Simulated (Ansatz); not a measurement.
**Hg: equation of state**

An exercise on one series of results from a longer session: the logs are not shown, and one member is left open.

Program: Ansatz 0.2.0. Level of theory: DFT LDA, scalar-relativistic. These are calculated values, not measurements.

## Starting point

The structure is trigonal, space group R-3m (No. 166). The conventional cell has a = 3.460 Å, b = 3.460 Å, c = 6.702 Å, α = 90.00°, β = 90.00°, γ = 120.00°. Hg (site symmetry -3m) has 6 Hg at 3.00 Å as nearest neighbours.

Structure file:

```cif
data_structure
_symmetry_space_group_name_H-M 'P 1'
_symmetry_Int_Tables_number 1
_cell_length_a 2.9969
_cell_length_b 2.9969
_cell_length_c 2.9969
_cell_angle_alpha 70.517
_cell_angle_beta 70.517
_cell_angle_gamma 70.517
_cell_volume 23.16
loop_
_atom_site_label
_atom_site_type_symbol
_atom_site_fract_x
_atom_site_fract_y
_atom_site_fract_z
_atom_site_occupancy
Hg1 Hg 0.00000 0.00000 0.00000 1
```

The first run:

Input file input.yaml:

```yaml
crystal:
  lattice:
    - [1.7066192046, 0.9853170572, 2.2038071096]
    - [-1.7066192046, 0.9853170572, 2.2038071096]
    - [0.0, -1.9706341143, 2.2038071096]
  atoms:
    - { symbol: Hg, position: [0.0, 0.0, 0.0] }
kpoints:
  mp_grid: { grid: [12, 12, 12] }
  band_path:
    path:
      - [0.0, 0.0, 0.0]
      - [0.5, 0.5, 0.5]
      - [0.7000691066, 0.2999308934, 0.5]
      - [0.5, -0.2999308934, 0.2999308934]
      - [0.5, 0.0, 0.0]
      - [0.0, 0.0, 0.0]
      - [0.3999654467, -0.3999654467, 0.0]
      - [0.6000345533, 0.0, 0.3999654467]
      - [0.5, 0.0, 0.5]
    npoints: 5
scf:
  occupations: { method: fermi_dirac, width: 0.03 }
hamiltonian:
  xc: lda
  pseudopotentials: { kind: all_electron, lapw: { basis_error: 0.0005 } }
output:
  forces: true
  stress: true
  eigenvalues: true
```

Launch:

```bash
ansatz run input.yaml --threads 1 --pin off --max-ram 3072MiB --backend cpu --events-out ev --progress --plain --runs-dir out
```

Steps of the session up to this table: Volume × 0.96, LAPW; Volume × 0.96, PAW; Volume × 0.96, crystal datasets; Volume × 0.99, LAPW; Volume × 0.99, PAW; Volume × 0.99, crystal datasets; Volume × 1.02, LAPW; Volume × 1.02, PAW; Volume × 1.02, crystal datasets; Volume × 1.06, LAPW; Volume × 1.06, PAW; Volume × 1.06, crystal datasets.

One of the session's tables, all rows but one given; the rest of the session is left out.

| method | volume (Å³/atom) | pressure (GPa) |
| --- | --- | --- |
| LAPW | 22.235 | 0.40 |
| LAPW | 22.930 | -1.17 |
| LAPW | 23.625 | -2.40 |
| LAPW | 24.551 | -3.63 |
| PAW | 22.235 | ? |
| PAW | 22.930 | -1.17 |
| PAW | 23.625 | -2.41 |
| PAW | 24.551 | -3.63 |
| crystal datasets | 22.235 | 0.40 |
| crystal datasets | 22.930 | -1.16 |
| crystal datasets | 23.625 | -2.40 |
| crystal datasets | 24.551 | -3.63 |

Estimate the missing values for PAW, 22.235.

As computed: pressure (GPa): 0.39. In the column «pressure (GPa)» it lies between crystal datasets, 22.930 (-1.16) and LAPW, 22.235 (0.40).

Caveats from the session: Shape and positions are held, so a fully relaxed modulus can be lower. Warnings in the runs' records: gradients without spin orbit, crystal datasets made.
